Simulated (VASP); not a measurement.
NaI:

```xyz
2
Lattice="0.0000 3.2046 3.2046 3.2046 0.0000 3.2046 3.2046 3.2046 0.0000" Properties=species:S:1:pos:R:3 pbc="T T T"
Na    3.2046    3.2046    6.4091
I     3.2046    3.2046    3.2046
```

Base run:

| Quantity | Value |
| --- | --- |
| Program | VASP 6.6.1 |
| Functional | PBE |
| Potentials or basis | VASP PAW PBE potentials, release 64 (Na_pv, I) |
| Cutoff | 520 eV |
| k mesh | 8 × 8 × 8 |
| Occupations | gaussian, width 0.03 eV |
| Spin | no spin polarisation |

Its results: band gap on the k mesh 3.72 eV, direct; pressure 1.0 GPa.

Q: The run is repeated on the same cell with these changes: functional from PBE to LDA; potentials or basis from VASP PAW PBE potentials, release 64 (Na_pv, I) to VASP PAW LDA potentials, release 64 (Na_pv, I). What comes out?

A: Band gap on the k mesh 3.43 eV, direct; pressure -1.2 GPa.

Caveats: spin-orbit coupling is left out, which moves the levels of the heavy elements.
